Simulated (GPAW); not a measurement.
# AgCl (Chlorargyrite) (Fm-3m) in GPAW: settings compared

The runs below take AgCl (Chlorargyrite) through equation of state, band structure, with LDA, BP86, vdW-DF.

All numbers are computed with GPAW 26.7.0; they aren't measurements. Logs are shortened: lines on timing, memory, paths and dates and some standing lists are left out, and cuts for length are marked. The log counts tension as positive stress, the text compression.

**Experimental background.**

From a printed reference work, data compilation, for a bulk crystal of AgCl: band gap 3.249 eV (indirect).

How close the calculation comes is told below.

## Step 1: The structure

The structure is cubic, space group Fm-3m (No. 225). Conventional cell: a = 5.470 Å, b = 5.470 Å, c = 5.470 Å, α = 90.00°, β = 90.00°, γ = 90.00°. Ag (site symmetry m-3m) has 6 Cl at 2.73 Å as nearest neighbours. Cl (site symmetry m-3m) is surrounded by 6 Ag at 2.73 Å.

## Step 2: Equation of state, LDA

run.py reads:

```python
from ase.eos import EquationOfState
from ase.io import Trajectory, read
from ase.units import GPa
from gpaw import GPAW, PW, setup_paths

setup_paths.insert(0, '.')

atoms = read('AgCl.xyz')

traj = Trajectory('eos.traj', 'w')
volumes, energies = [], []
for x in [0.94, 0.96, 0.98, 1.0, 1.02, 1.04, 1.06]:
    a = atoms.copy()
    a.set_cell(atoms.cell * x**(1 / 3), scale_atoms=True)
    calc = GPAW(mode=PW(600),
                xc='LDA',
                kpts={'size': (7, 7, 7), 'gamma': True},
                occupations={'name': 'fermi-dirac', 'width': 0.05},
                setups={'Ag': 'jth', 'Cl': 'jth'},
                nbands=-11,
                convergence={'density': 1e-05, 'energy': 1e-05},
                maxiter=150,
                txt=f'eos-{x:.2f}.txt')
    a.calc = calc
    energies.append(a.get_potential_energy(force_consistent=True))
    volumes.append(a.get_volume())
    p = -a.get_stress()[:3].mean() / GPa
    calc.write(f'eos-{x:.2f}.gpw')
    traj.write(a)
    print(f'{x:.2f} {volumes[-1]:10.4f} A^3 {energies[-1]:14.6f} eV {p:9.3f} GPa', flush=True)

v0, e0, B = EquationOfState(volumes, energies, eos='birchmurnaghan').fit()
print(f'V0 = {v0:.4f} A^3, E0 = {e0:.6f} eV, B0 = {B / GPa:.2f} GPa')
```

AgCl.xyz reads:

```xyz
2
Lattice="0.0000000000 2.7350000000 2.7350000000 2.7350000000 0.0000000000 2.7350000000 2.7350000000 2.7350000000 0.0000000000" Properties=species:S:1:pos:R:3 pbc="T T T"
Ag     0.0000000000      0.0000000000      0.0000000000
Cl     2.7350000000      2.7350000000      2.7350000000
```

Potentials or basis: JTH PAW 2.0, LDA, pw.

Launch:

```
$ OMP_NUM_THREADS=1 python run.py
```

The log of the run:

```text
__  _  _
 | _ |_)|_||  |
 |__||  | ||/\| - 26.7.0

Input parameters:
  mode=PW(ecut=600.0),
  convergence={'density': 1e-05, 'energy': 1e-05},
  kpts=MonkhorstPack(size=(7, 7, 7), gamma=True),
  maxiter=150,
  nbands=-11,
  occupations=Occupations(name='fermi-dirac', width=0.05),
  setups={'Ag': 'jth', 'Cl': 'jth'},
  xc=XC(name='LDA')

Diagonalizing LCAO Hamiltonian
Converting LCAO to pw mode

               Cl

       Ag

Atoms  # Å, Bohr magnetons
|   | symbol |        x |        y |        z |    initial magnetic moments |
|---|--------|----------|----------|----------|-----------------------------|
| 0 |     Ag | 0.000000 | 0.000000 | 0.000000 | ( 0.0000,  0.0000,  0.0000) |
| 1 |     Cl | 2.679168 | 2.679168 | 2.679168 | ( 0.0000,  0.0000,  0.0000) |

Unit cell  # Å
| periodic |        x |        y |        z |  lengths |    angles |
|----------|----------|----------|----------|----------|-----------|
|      yes | 0.000000 | 2.679168 | 2.679168 | 3.788916 | 60.000000 |
|      yes | 2.679168 | 0.000000 | 2.679168 | 3.788916 | 60.000000 |
|      yes | 2.679168 | 2.679168 | 0.000000 | 3.788916 | 60.000000 |

Number of symmetries: 48
Symmetry operations  # r_c * U_cc + t_c -> r_c
|    | kind |            matrix            |
|----|------|------------------------------|
|  0 |  σ   |  1, 0, 0,  1, 0,-1,  1,-1, 0 |
|  1 |  C2  |  1, 0, 0,  1,-1, 0,  1, 0,-1 |
|  2 |  E   |  1, 0, 0,  0, 1, 0,  0, 0, 1 |
|  3 |  σ   |  1, 0, 0,  0, 0, 1,  0, 1, 0 |
|  4 |  C4  |  1, 0,-1,  1, 0, 0,  1,-1, 0 |
|  5 |  S6  |  1, 0,-1,  1,-1, 0,  1, 0, 0 |
|  6 |  σ   |  1, 0,-1,  0, 1,-1,  0, 0,-1 |
|  7 |  C3  |  1, 0,-1,  0, 0,-1,  0, 1,-1 |
|  8 |  S6  |  1,-1, 0,  1, 0, 0,  1, 0,-1 |
|  9 |  C4  |  1,-1, 0,  1, 0,-1,  1, 0, 0 |
| 10 |  C3  |  1,-1, 0,  0,-1, 1,  0,-1, 0 |
| 11 |  σ   |  1,-1, 0,  0,-1, 0,  0,-1, 1 |
| 12 |  σ   |  0, 1, 0,  1, 0, 0,  0, 0, 1 |
| 13 |  C4  |  0, 1, 0,  0, 1,-1, -1, 1, 0 |
| 14 |  C3  |  0, 1, 0,  0, 0, 1,  1, 0, 0 |
| 15 |  S6  |  0, 1, 0, -1, 1, 0,  0, 1,-1 |
| 16 |  C2  |  0, 1,-1,  1, 0,-1,  0, 0,-1 |
| 17 |  σ   |  0, 1,-1,  0, 1, 0, -1, 1, 0 |
| 18 |  S4  |  0, 1,-1,  0, 0,-1,  1, 0,-1 |
| 19 |  C4  |  0, 1,-1, -1, 1, 0,  0, 1, 0 |
| 20 |  C3  |  0, 0, 1,  1, 0, 0,  0, 1, 0 |
| 21 |  σ   |  0, 0, 1,  0, 1, 0,  1, 0, 0 |
| 22 |  S6  |  0, 0, 1,  0,-1, 1, -1, 0, 1 |
| 23 |  C4  |  0, 0, 1, -1, 0, 1,  0,-1, 1 |
| 24 |  S4  |  0, 0,-1,  1, 0,-1,  0, 1,-1 |
| 25 |  C3  |  0, 0,-1,  0, 1,-1,  1, 0,-1 |
| 26 |  C2  |  0, 0,-1,  0,-1, 0, -1, 0, 0 |
| 27 |  S6  |  0, 0,-1, -1, 0, 0,  0,-1, 0 |
| 28 |  S4  |  0,-1, 1,  1,-1, 0,  0,-1, 0 |
| 29 |  C4  |  0,-1, 1,  0, 0, 1, -1, 0, 1 |
| 30 |  C2  |  0,-1, 1,  0,-1, 0,  1,-1, 0 |
| 31 |  σ   |  0,-1, 1, -1, 0, 1,  0, 0, 1 |
| 32 |  C3  |  0,-1, 0,  1,-1, 0,  0,-1, 1 |
| 33 |  S6  |  0,-1, 0,  0, 0,-1, -1, 0, 0 |
| 34 |  S4  |  0,-1, 0,  0,-1, 1,  1,-1, 0 |
| 35 |  C2  |  0,-1, 0, -1, 0, 0,  0, 0,-1 |
| 36 |  C2  | -1, 1, 0,  0, 1, 0,  0, 1,-1 |
| 37 |  S6  | -1, 1, 0,  0, 1,-1,  0, 1, 0 |
| 38 |  S4  | -1, 1, 0, -1, 0, 1, -1, 0, 0 |
| 39 |  C3  | -1, 1, 0, -1, 0, 0, -1, 0, 1 |
| 40 |  S6  | -1, 0, 1,  0, 0, 1,  0,-1, 1 |
| 41 |  C2  | -1, 0, 1,  0,-1, 1,  0, 0, 1 |
| 42 |  C3  | -1, 0, 1, -1, 1, 0, -1, 0, 0 |
| 43 |  S4  | -1, 0, 1, -1, 0, 0, -1, 1, 0 |
| 44 |  C2  | -1, 0, 0,  0, 0,-1,  0,-1, 0 |
| 45 |  i   | -1, 0, 0,  0,-1, 0,  0, 0,-1 |
| 46 |  σ   | -1, 0, 0, -1, 1, 0, -1, 0, 1 |
| 47 |  C2  | -1, 0, 0, -1, 0, 1, -1, 1, 0 |

BZ-sampling:
  Number of BZ points: 343
  Number of IBZ points: 20

  Monkhorst-Pack size: [7, 7, 7]
  Monkhorst-Pack shift: [0, 0, 0]

K-points  # in reciprocal-cell coordinates
|     |                                coordinates |     weight |
|-----|--------------------------------------------|------------|
|   0 | (  0.00000000,   0.00000000,   0.00000000) | 0.00291545 |
|   1 | (  0.14285714,   0.14285714,   0.00000000) | 0.01749271 |
|   2 | (  0.14285714,   0.14285714,   0.14285714) | 0.02332362 |
|   3 | (  0.28571429,   0.14285714,   0.14285714) | 0.03498542 |
|   4 | (  0.28571429,   0.28571429,   0.00000000) | 0.01749271 |
|   5 | (  0.28571429,   0.28571429,   0.14285714) | 0.06997085 |
|   6 | (  0.28571429,   0.28571429,   0.28571429) | 0.02332362 |
|   7 | (  0.42857143,  -0.28571429,  -0.28571429) | 0.03498542 |
|   8 | (  0.42857143,   0.28571429,  -0.42857143) | 0.13994169 |
|   9 | (  0.42857143,   0.28571429,  -0.28571429) | 0.06997085 |
| ... |                                            |            |
|  19 | (  0.42857143,   0.42857143,   0.42857143) | 0.02332362 |

Plane wave coefficients: 1308
Cutoff: 600.0 eV

Spin-components: 1 (collinear spins)
Bands:           20
Projectors:      10
Spin-degeneracy: 2
Datatype:        complex128

Parallelization:
  kpt:    1
  domain: 1
  band:   1

Density:
  Valence electrons: 18.0
  Components: 1
  Grid points: [24 24 24]
  Charge: 0.0  # |e|

Potential:
  Grid points: [24 24 24]

species:
  Ag:
    name:    Silver
    Z:       47.0
    valence: 11
    core:    36
    charge:  0.0  # [|e|]
    compensation charges:
      type: bessel
      rc: 1.17  # [Å]
      lmax: 2
    cutoffs:
      filter: 1.33  # [Å]
      core: 2.83  # [Å]
    projectors
    | kind |    occ | energy [eV] | rcut [Å] |
    |------|--------|-------------|----------|
    |   5s |  1.000 |      -4.713 |    1.331 |
    |    s |        |      47.620 |    1.331 |
    |   5p |  0.000 |      -0.843 |    1.331 |
    |    p |        |      40.817 |    1.331 |
    |   4d | 10.000 |      -7.662 |    1.113 |
    |    d |        |       0.000 |    1.113 |

    Using partial waves for Ag as LCAO basis

  Cl:
    name:    Chlorine
    Z:       17.0
    valence: 7
    core:    10
    charge:  0.0  # [|e|]
    compensation charges:
      type: sinc
      rc: 0.66  # [Å]
      lmax: 2
    cutoffs:
      filter: 0.95  # [Å]
      core: 1.51  # [Å]
    projectors
    | kind |    occ | energy [eV] | rcut [Å] |
    |------|--------|-------------|----------|
    |   3s |  2.000 |     -20.692 |    0.954 |
    |    s |        |      40.817 |    0.954 |
    |   3p |  5.000 |      -8.702 |    0.954 |
    |    p |        |      40.817 |    0.954 |

    Using partial waves for Cl as LCAO basis

Reference energy: -157043.755067  # eV

eigensolver:
  PPCG
  Converge bands: occupied
  niter=2

density mixing:
  MSR1-Mixer
  Pratt-step length: 0.05
  Maximum mixing coefficient: 0.75
  Old densities: 10
  SVD Regularization: 0.005
  Good broyden scale: 1.0
  Trust region scale: 1.0
  Backstep threshold: 4.0
  History deletion threshold: 6.0
  Fourier metric: weight=20.0, sigma=0.015

occupation numbers:
  Fermi-Dirac:
    width: 0.0500  # eV

poisson solver:
  ecut: 4800.0  # eV

xc functional:
  name: None

convergence criteria:
- Maximum integral of absolute [dens]ity change: 1e-05 electrons / valence electron
- Maximum [total energy] change in last 3 cyles: 1e-05 eV / valence electron
- Maximum integral of absolute [eigenst]ate change: 4e-08 eV^2 / valence electron
maximum number of iterations: 150

SCF iterations
|iter     | |      energy | eigst |  dens |
|---------|-|-------------|-------|-------|
|iter:   1| |   -7.010313 | -0.37 |       |
|iter:   2| |   -6.985427 | -1.76 | -1.45 |
|iter:   3| |   -6.859664 | -2.61 | -1.49 |
|iter:   4| |   -6.857392 | -4.22 | -2.05 |
|iter:   5| |   -6.856794 | -4.90 | -2.43 |
|iter:   6| |   -6.856792 | -6.65 | -3.48 |
|iter:   7| |   -6.856791c| -7.60c| -3.98 |
|iter:   8| |   -6.856791c| -8.72c| -5.49c|

Converged in 8 steps
Energy contributions relative to reference atoms: (reference = -157043.755067)

Energy contributions:
  Kinetic:           7.063976
  Coulomb:          -6.096252
  Zero:             -0.088598
  External:          0.000000
  Xc:               -7.735907
  Entropy:          -0.000022
  Spinorbit:         0.000000
  ----------------------------
  Free energy:      -6.856802
  Extrapolated:     -6.856791

dipole moment: (-45.395482, -45.395482, -45.395482)  # |e|*Ang

Fermi level: 4.260
Eigenvalues  # (at kpt = [0.000, 0.000, 0.000])
| band index |      eig [eV] | occ [0-2] |
|------------|---------------|-----------|
|          0 |       -11.916 |     2.000 |
|          1 |         0.915 |     2.000 |
|          2 |         0.915 |     2.000 |
|          3 |         0.915 |     2.000 |
|          4 |         0.964 |     2.000 |
|          5 |         0.964 |     2.000 |
|          6 |         1.166 |     2.000 |
|          7 |         1.166 |     2.000 |
|          8 |         1.166 |     2.000 |
|          9 |         4.531 |     0.009 |
|         10 |        14.434 |     0.000 |
|         11 |        14.434 |     0.000 |
|         12 |        14.434 |     0.000 |
|         13 |        15.908 |     0.000 |
|         14 |        17.510 |     0.000 |
|         15 |        17.510 |     0.000 |
|         16 |        17.540 |     0.000 |
|        ... |               |           |
|         19 |        24.648 |     0.000 |

Gap: 0.717 eV
Transition (v -> c):
  (s=0, k=19, n=8, [0.43, 0.43, 0.43]) -> (s=0, k=0, n=9, [0.00, 0.00, 0.00])
Direct/indirect transitions are different
Direct gap: 3.365 eV
Transition at: (s=0, k=0, n=8, [0.00, 0.00, 0.00])

Stress tensor  # eV/Ang^3
|         x |         y |        z |
|-----------|-----------|----------|
|  0.001276 | -0.000000 | 0.000000 |
| -0.000000 |  0.001276 | 0.000000 |
|  0.000000 |  0.000000 | 0.001276 |

# Writing to eos-0.94.gpw (mode='')
```

It took 78 s on 1 thread of Arm Neoverse V1, shared host; peak memory 0.2 GiB.

Results:

```
Equilibrium volume : 19.22 Å³/atom (rough: see the caveat)
Bulk modulus       : 70 GPa (rough)
```

Energy against volume, from the lowest point:
| volume (Å³/atom) | energy (meV/atom) |
| --- | --- |
| 19.231 | 0.00 |
| 19.640 | 1.90 |
| 20.049 | 7.18 |
| 20.458 | 15.15 |
| 20.868 | 25.83 |
| 21.277 | 38.58 |
| 21.686 | 53.19 |

Caveat: the minimum lies outside the volumes run; the program truncates these outside data sets.

## Step 3: Equation of state, BP86

Changes to run.py since step 2:

```diff
@@ -7,3 +7,3 @@
 
-atoms = read('AgCl.xyz')
+atoms = read('POSCAR')
 
@@ -15,7 +15,6 @@
     calc = GPAW(mode=PW(600),
-                xc='LDA',
+                xc='GGA_X_B88+GGA_C_P86',
                 kpts={'size': (7, 7, 7), 'gamma': True},
                 occupations={'name': 'fermi-dirac', 'width': 0.05},
-                setups={'Ag': 'jth', 'Cl': 'jth'},
-                nbands=-11,
+                nbands=23,
                 convergence={'density': 1e-05, 'energy': 1e-05},
```

POSCAR reads:

```
AgCl
1.0
    0.0000000000      2.7350000000      2.7350000000
    2.7350000000      0.0000000000      2.7350000000
    2.7350000000      2.7350000000      0.0000000000
Ag Cl
1 1
Direct
    0.0000000000      0.0000000000      0.0000000000
    0.5000000000      0.5000000000      0.5000000000
```

Potentials or basis: PAW data sets generated in the run's folder for this functional, pw.

Launch:

```
$ gpaw-setup -f GGA_X_B88+GGA_C_P86 Ag Cl
$ OMP_NUM_THREADS=1 python run.py
```

Wall time 1.8 min (1 thread of Arm Neoverse V1, shared host); peak memory 0.25 GiB.

The run converged. Its results:

* Equilibrium volume: 22.08 Å³/atom (rough: see the caveat)
* Bulk modulus: 44 GPa (rough)

Energy against volume, from the lowest point:
| volume (Å³/atom) | energy (meV/atom) |
| --- | --- |
| 19.231 | 65.98 |
| 19.640 | 46.02 |
| 20.049 | 30.26 |
| 20.458 | 18.10 |
| 20.868 | 9.25 |
| 21.277 | 3.32 |
| 21.686 | 0.00 |

Caveat: the minimum lies outside the volumes run.

## Step 4: Band structure, vdW-DF, spin-orbit coupling, no magnetisation

run.py reads:

```python
import numpy as np
from ase.dft.bandgap import bandgap
from ase.io import read, write
from gpaw import GPAW, PW
from gpaw.spinorbit import soc_eigenstates

atoms = read('AgCl.xyz')

calc = GPAW(mode=PW(600),
            xc={'name': 'vdW-DF', 'backend': 'libvdwxc'},
            kpts={'size': (7, 7, 7), 'gamma': True},
            occupations={'name': 'fermi-dirac', 'width': 0.05},
            nbands=23,
            convergence={'density': 1e-05, 'energy': 1e-05},
            maxiter=150,
            txt='gpaw.txt')
atoms.calc = calc
energy = atoms.get_potential_energy()
forces = atoms.get_forces()
calc.write('gs.gpw')
write('result.traj', atoms)
print(f'Energy: {energy:.6f} eV')
print('Forces (eV/A):')
print(forces.round(4))
print('Fermi level:', round(calc.get_fermi_level(), 4), 'eV')
print(f'Gap: {bandgap(calc)[0]:.4f} eV, direct: {bandgap(calc, direct=True)[0]:.4f} eV')

path = atoms.cell.bandpath('GXWKGLUWLK,UX', npoints=80, eps=1e-4)
bs_calc = calc.fixed_density(kpts=path, symmetry='off', nbands=35,
                             convergence={'bands': 'CBM+6.0', 'eigenstates': 1e-6}, txt='bands.txt')
bs = bs_calc.band_structure()
bs.write('bs.json')
print(f'Gap on the path: {bandgap(bs_calc)[0]:.4f} eV')

soc = soc_eigenstates(bs_calc, theta=0, phi=0)
np.savetxt('soc_bands.dat', soc.eigenvalues(), fmt='%.4f')
mesh = soc_eigenstates('gs.gpw', theta=0, phi=0)
np.savetxt('soc_mesh.dat', mesh.eigenvalues(), fmt='%.4f')
print('Fermi level with spin-orbit coupling:', round(mesh.fermi_level, 4), 'eV')
```

AgCl.xyz is that of step 2.

Potentials or basis: GPAW PAW data sets (gpaw-data 1.2.1), pw.

Launch:

```
$ OMP_NUM_THREADS=1 python run.py
```

Wall time 54 s (1 thread of Arm Neoverse V1, shared host); peak memory 0.32 GiB.

Results (log left out):

* Free energy: -74.5433 eV
* Band gap on the k mesh: 1.22 eV, indirect (least direct gap 3.52 eV)
* Band gap along the path: 1.14 eV, indirect (least direct gap 3.32 eV)

Levels at the corners of the path, in eV from the valence-band top:
```csv
point,band 20,band 21,band 22,band 23,band 24,band 25,band 26,band 27,band 28
Γ,-2.41,-2.38,-2.38,-2.38,-2.38,1.14,1.14,10.79,10.79
X,-2.34,-1.93,-1.93,-1.79,-1.79,2.48,2.48,8.15,8.15
W,-1.93,-1.86,-1.86,-1.23,-1.23,4.35,4.35,8.02,8.02
K,-1.90,-1.65,-1.65,-1.11,-1.11,3.74,3.74,7.45,7.45
Γ,-2.41,-2.38,-2.38,-2.38,-2.38,1.14,1.14,10.79,10.79
L,-1.79,-0.05,-0.05,0.00,0.00,4.39,4.39,6.86,6.86
U,-1.90,-1.65,-1.65,-1.11,-1.11,3.74,3.74,7.45,7.45
W,-1.93,-1.86,-1.86,-1.23,-1.23,4.35,4.35,8.02,8.02
L,-1.79,-0.05,-0.05,0.00,0.00,4.39,4.39,6.86,6.86
K,-1.90,-1.65,-1.65,-1.11,-1.11,3.74,3.74,7.45,7.45
U,-1.90,-1.65,-1.65,-1.11,-1.11,3.74,3.74,7.45,7.45
X,-2.34,-1.93,-1.93,-1.79,-1.79,2.48,2.48,8.15,8.15
```

Caveat: spin-orbit coupling was added after a scalar SCF, so levels and gaps hold it while energy, forces, pressure and moments don't; this program's spin-orbit splittings come out too wide for heavy elements; the PAW data sets were made with another functional, which shifts forces and pressure a little.

## Step 5: Against experiment

Step 4. A measured gap of AgCl is 3.249 eV (indirect; a printed reference work, data compilation); the calculated 1.14 eV misses it by -2.11 eV. So large a miss can be the level of theory's own, or it may mean another phase, state or a wrong row. The value is that of vdW-DF, without temperature or zero-point motion.
